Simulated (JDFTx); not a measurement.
Wanted: the native input for a JDFTx 1.7.0 (patched build) run.

| Quantity | Value |
| --- | --- |
| Task | single point |
| Functional | PBEsol |
| Potentials or basis | PseudoDojo-SR-PBEsol-0.4.1-standard with smoothed tails |
| Cutoff | 1143 eV |
| Density cutoff | 9143 eV |
| k mesh | 11 × 11 × 11 |
| Occupations | fermi-dirac, width 0.05 eV |
| Spin | no spin polarisation |
| Local potential set to -Z/r beyond | 6 bohr |
| Density cutoff over wavefunction cutoff | 8 |
| Max SCF steps | 100 |
| SCF threshold on the energy | 1e-09 Ha |
| Solver of the electrons | scf |
| Further solve for the empty bands | yes |

Crystal: TiC.

```
Ti C
1.0
     0.00000    2.16572    2.16572
     2.16572    0.00000    2.16572
     2.16572    2.16572    0.00000
Ti C
1 1
Direct
  0.98208 0.02153 0.99282
  0.48439 0.50743 0.51417
```

The cell is a database's computed one.

The cell isn't the ideal one: atoms moved at random, drawn with an rms of 0.05 Å.

The input as run:

TiC.in

```
lattice \
    0.0000000000     4.0926154775     4.0926154775 \
    4.0926154775     0.0000000000     4.0926154775 \
    4.0926154775     4.0926154775     0.0000000000
coords-type Lattice
ion Ti    -0.0179180000     0.0215340000    -0.0071780000 1
ion C      0.4843900000     0.5074340000     0.5141740000 1

ion-species pseudo/Ti.upf
ion-species pseudo/C.upf
elec-cutoff 42 336
elec-ex-corr gga-PBEsol
kpoint-folding 11 11 11
elec-smearing Fermi 0.0018374661
elec-n-bands 14
electronic-SCF nIterations 100 energyDiffThreshold 1e-09
electronic-minimize nIterations 30 energyDiffThreshold 1e-7
converge-empty-states yes
forces-output-coords Cartesian

dump-name run.$VAR
dump End Ecomponents EigStats BandEigs Kpoints Forces Stress
```

Potentials or basis: PseudoDojo-SR-PBEsol-0.4.1-standard with smoothed tails.

Run with:

```bash
$ jdftx -c 1 -i TiC.in -o TiC.out
```

It gave:

- Pressure: -6.1 GPa
- Largest force: 0.553 eV/Å
- Band gap on the k mesh: none (metal or under the smearing width)
- Loewdin charges: Ti +0.83; C -0.79 e

Run time: 6.4 min on 1 thread of Intel(R) Xeon(R) 6975P-C (Granite Rapids), with other jobs on the host, peak memory 0.79 GiB.
